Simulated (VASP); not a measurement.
Crystal: K2S.

```
K S
1.0
     0.00000    3.70694    3.70694
     3.70694    0.00000    3.70694
     3.70694    3.70694    0.00000
K S
2 1
Direct
  0.75000 0.75000 0.75000
  0.25000 0.25000 0.25000
  0.00000 0.00000 0.00000
```

The cell is a database's computed one.

```yaml
Program: VASP 6.6.1
Task: relaxation of cell and atoms
Functional: RPBE
Potentials_or_basis: VASP PAW PBE potentials, release 64 (K_sv, S)
Cutoff: 600 eV
k_mesh: 6 × 6 × 6
Occupations: gaussian, width 0.02 eV
Spin: no spin polarisation
```

At the start: pressure 1.6 GPa; volume 33.96 Å³/atom.

Question: How do energy, volume and symmetry change on relaxing?

Answer: Over 4 steps the energy falls by 14.4 meV/atom and the volume is 37.01 Å³/atom (+9.0 %); space group Fm-3m (No. 225, to 0.05 Å).

Step by step:
```tsv
step	energy change (eV)	largest force (eV/Å)	pressure (GPa)	volume (Å³)
1	0.0000	0.0000	1.63	101.88
2	-0.0358	0.0000	0.62	107.07
3	-0.0430	0.0000	-0.08	111.53
4	-0.0431	0.0000	0.00	111.02
```

Final structure:
```cif
data_structure
_symmetry_space_group_name_H-M 'P 1'
_symmetry_Int_Tables_number 1
_cell_length_a 5.3947
_cell_length_b 5.3947
_cell_length_c 5.3947
_cell_angle_alpha 60.000
_cell_angle_beta 60.000
_cell_angle_gamma 60.000
_cell_volume 111.02
loop_
_atom_site_label
_atom_site_type_symbol
_atom_site_fract_x
_atom_site_fract_y
_atom_site_fract_z
_atom_site_occupancy
K1 K 0.75000 0.75000 0.75000 1
K2 K 0.25000 0.25000 0.25000 1
S1 S 0.00000 0.00000 0.00000 1
```

Caveat: the PAW data sets were made with another functional, which shifts forces and pressure a little.
